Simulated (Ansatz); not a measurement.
# Ca (hcp): energy against volume

All numbers below come from DFT, RPBE, plane waves (420 eV) with PAW, scalar-relativistic in Ansatz 0.2.0. The PAW files were generated under PBE, with cores re-solved for the functional.

The cell is scaled uniformly from the relaxed one, with fractional coordinates and shape fixed. Energies are extrapolated to zero smearing, pressures are those at the given smearing. Magnetic state: spin not included.

A Birch-Murnaghan fit gives V₀ = 44.68 Å³/atom, B₀ = 16.1 GPa, B₀′ = 3.3.

Question: What are the energy above the minimum and the pressure at 39.323 Å³/atom?

Answer: 38.8 meV/atom and 2.56 GPa as computed.

Question: What are the energy above the minimum and the pressure at 46.473 Å³/atom?

Answer: 3.4 meV/atom and -0.58 GPa as computed.

Question: What are the energy above the minimum and the pressure at 48.260 Å³/atom?

Answer: 12.9 meV/atom and -1.08 GPa as computed.
